A potential file tells a plane-wave program what an atom looks like to its outer electrons. The inner electrons are frozen into a core, and someone has to decide how many of them to freeze and how faithfully to describe the region near the nucleus. Magnesium sulfide has been computed here six times with the same functional, and the runs differ chiefly in those choices. Do the choices leave marks on the energy levels clear enough to tell the runs apart?

VASP calculations with the PBE functional and PAW potentials for MgS (Fm-3m, 2-atom cell), without spin polarisation or spin-orbit coupling, on a 9×9×9 k mesh with Fermi-Dirac smearing of 0.05 eV. Cell and atoms are relaxed separately with each set of potentials. The basis is given as the plane-wave cutoff, and both gaps are taken from the levels on the k mesh. Candidates: VASP PAW PBE potentials, gw, VASP PAW PBE potentials, materialsproject, VASP PAW PBE potentials, gw, light, VASP PAW PBE potentials, recommended, VASP PAW PBE potentials, hard, VASP PAW PBE potentials, minimal, release 54.

```
row  gap (eV)  direct gap (eV)  gap less the median of the rows (eV)
  A   2.87500            3.618                                -0.005
  B   2.87700            3.619                                -0.003
  C   2.88000            3.597                                 0.000
  D   2.88000            3.621                                 0.000
  E   2.88300            3.591                                 0.003
  F   2.88000            3.621                                 0.000
```

The names of the candidates need a translation, because what matters is the content of each set.

- **minimal, release 54** and **recommended** both combine the plain sulphur potential with the plain magnesium one.
- **hard** swaps in a harder sulphur potential, with a smaller core region, and keeps the plain magnesium.
- **materialsproject** keeps the plain sulphur, but lets the 2p electrons of magnesium take part as valence electrons.
- **gw, light** uses potentials built to describe high-lying empty states well, for both elements, with the 2p shell of magnesium frozen.
- **gw** uses the same sulphur potential as gw, light, but frees both the 2s and the 2p electrons of magnesium.

The natural place to look first is the gap, the energy between the highest filled and the lowest empty state found on the mesh. It is of little use. The six values lie within 8 meV, and three rows share the value 2.880 eV, so that their entries under "gap less the median of the rows" are zero. Whatever the potentials do to this crystal, they hardly do it here.

The direct gap is more talkative. It is the smallest energy needed to lift an electron without changing its crystal momentum, and in this crystal it is found at the zone centre, where the electron wave repeats identically from cell to cell. Rows A, B, D and F lie close to 3.62 eV, while C and E lie lower, with an empty interval of 21 meV between the groups. Rows D and F, moreover, agree in both gaps to the last printed digit.

That agreement gives the first assignment. Two candidates contain the same pair of potentials, and two rows have the same gaps, so D and F should be minimal and recommended. The levels offer no means of saying which is which.

Rows C and E are most simply read as two sets that share something the other four do without. The list offers two such pairs. One consists of the sets that free inner electrons of magnesium, materialsproject and gw. The other consists of the two sets with gw in their names, which share a sulphur potential. The names favour the second pair, and chemistry favours the first: the 2p shell is the outermost part of the magnesium ion, the part that meets the surrounding sulphur, and allowing it to respond should alter how closely the ions pack.

The relaxed cells fit the chemical reading. Rows C and E have volumes of 35.76 and 35.80 Å³ per formula unit, against about 35.6 Å³ in the other four. Yet this shows only that the same two rows stand apart in size as well as in direct gap. To decide between the two pairs, a clue is needed that responds to sulphur rather than to magnesium.

The same calculations supply one in the second empty level at the zone centre, measured from the top of the filled states. It lies at about 7.96 eV in D, E and F, and at 7.93 to 7.94 eV in A, B and C. This is a division into three and three, and the candidates divide in the same way by sulphur potential: three sets use the plain one and three use another. The twins D and F, already placed among the plain sets, fall on the side where they should.

If this level does follow the sulphur potential, the pair suggested by the names fails. Sets with the same sulphur should then lie close together, but C and E differ by 34 meV. The pair that frees inner electrons of magnesium passes, because one of its members has plain sulphur and the other does not. Row E, which sides with the twins, must be materialsproject, and C must be gw.

Rows A and B are left for hard and gw, light. The latter shares its sulphur potential with gw, so its second empty level should be close to the 7.929 eV of row C. Row A, at 7.927 eV, fits better than row B, at 7.938 eV. That makes A gw, light and B hard.

These verdicts are not equally firm. The twins are secure as a pair and undecidable as individuals. The placing of C and E is well supported, since the direct gap, the cell volume and the second empty level all agree with it. The order of A and B is the weakest step, because it relies on a difference of 11 meV and on the sulphur rule holding in fine detail.

The rows with their labels:

```
                                  potentials   basis  gap (eV)  direct gap (eV)  gap less the median of the rows (eV)
          VASP PAW PBE potentials, gw, light  900 eV   2.87500            3.618                                -0.005
               VASP PAW PBE potentials, hard  900 eV   2.87700            3.619                                -0.003
VASP PAW PBE potentials, minimal, release 54  900 eV   2.88000            3.621                                 0.000
        VASP PAW PBE potentials, recommended  600 eV   2.88000            3.621                                 0.000
                 VASP PAW PBE potentials, gw  900 eV   2.88000            3.597                                 0.000
   VASP PAW PBE potentials, materialsproject  900 eV   2.88300            3.591                                 0.003
```

The labels bear out every assignment: A is gw, light, B is hard, C is gw and E is materialsproject. The twins D and F are minimal and recommended, and since their printed values are the same, even the labelled table doesn't tell which is which. The two sets differ in cutoff, 900 eV against 600 eV, and still print the same gaps. For this pair of potentials, then, the smaller basis is already sufficient for gaps at the level of a millielectronvolt.

With the names known, the effect of the magnesium core can be read from two matched pairs. Going from minimal to materialsproject changes only the magnesium potential, and so does going from gw, light to gw. The direct gap falls by 30 meV in the first pair and by 21 meV in the second. The second empty level moves by no more than 2 meV in either, which is why it could serve as a separate clue.

Why should a direct gap fall when a core is allowed to respond? The likely link is the size of the cell. At the zone centre the lowest empty state is built largely from s orbitals, and it is antibonding: the wave changes sign between each magnesium and its sulphur neighbours. Such a state is pushed up in energy by the overlap of the orbitals, and the push weakens when the ions move apart.

A stretched hydrogen molecule shows the same thing in its simplest form. Its two 1s orbitals combine into a bonding and an antibonding level, and the separation between them shrinks as the atoms are pulled apart. The comparison gives the direction of the change and no more. In magnesium sulfide the partners are unlike, the crystal is strongly ionic, and the gap is measured from filled sulphur 3p states that also shift with volume.

For small changes the argument reduces to one line:

change of direct gap ≈ D × relative change of volume,

where D is a negative energy that belongs to the crystal. From minimal to materialsproject the volume grows by 0.48% and the direct gap falls by 0.030 eV, so D ≈ −0.030 eV / 0.0048 ≈ −6.2 eV. From gw, light to gw the volume grows by 0.39%, and the line gives −6.2 eV × 0.0039 ≈ −0.024 eV.

The calculated fall in that second pair is 0.021 eV, so the estimate is too large by about one seventh. The second pair played no part in setting D, and an energy of several electronvolts is usual for a direct gap of this kind. The agreement is compatible with the volume explanation, but it does not settle the matter. Both pairs change the magnesium core in a similar way, and the new potential could also shift the levels in a cell of unchanged size, and only runs at one fixed volume would separate the two effects.

The ordinary gap behaves differently in the same two pairs: it rises, by 3 and 5 meV. Its lowest empty state lies near the zone boundary point called X, where the wave changes sign from one layer of the crystal to the next. An s orbital on magnesium then meets four of its six sulphur neighbours with one sign and two with the other, so their influences largely cancel, whereas at the zone centre all six act together. Orbitals of other shapes, d orbitals among them, can also enter the state near X, and these runs do not list its makeup. The two gaps therefore need not follow the volume in the same way, but the cause of the small rise remains open here.

The cause of the sulphur mark is less certain. Going from minimal to hard changes only the sulphur potential, and the second empty level drops by 24 meV while the direct gap moves by 2 meV. A potential is tuned chiefly at the energies of the atom's occupied shells, and a state almost 8 eV above the filled levels lies far from them. It is a reasonable guess that such a state exposes differences in construction which the lower states conceal. In the two gw sets the magnesium potential is of a different make as well, so their shift can't be credited to sulphur alone.

It would be a mistake to carry this detective work over to the material itself. The 8 meV spread of the gap measures how well the potentials agree, and the ranking within it is no property of magnesium sulfide. All six runs also share an error from the mesh. The true minimum of the empty states in this crystal lies at X, and a mesh with nine divisions has no point there; the nearest one lies eight ninths of the way from the zone centre.

The size of that error can be judged by treating the electron near X as free. The distance left to X is 2π/(9a), where a is the edge of the cubic cell, and the energy of a free electron grows with the square of this distance. The result is several hundredths of an electronvolt, well above the whole spread between the potentials. A different effective mass would change the figure, but the error always makes the printed gap too large, and it nearly cancels when the rows are compared.

The functional adds a larger error in the opposite direction, since PBE is known to give gaps that are clearly too small. For someone who needs the gap of magnesium sulfide as a material property, the choice among these six sets is therefore the least of the concerns. It begins to matter for quantities that depend on higher empty states, where the sulphur potential shows, or on the exact cell volume, where the magnesium core does.
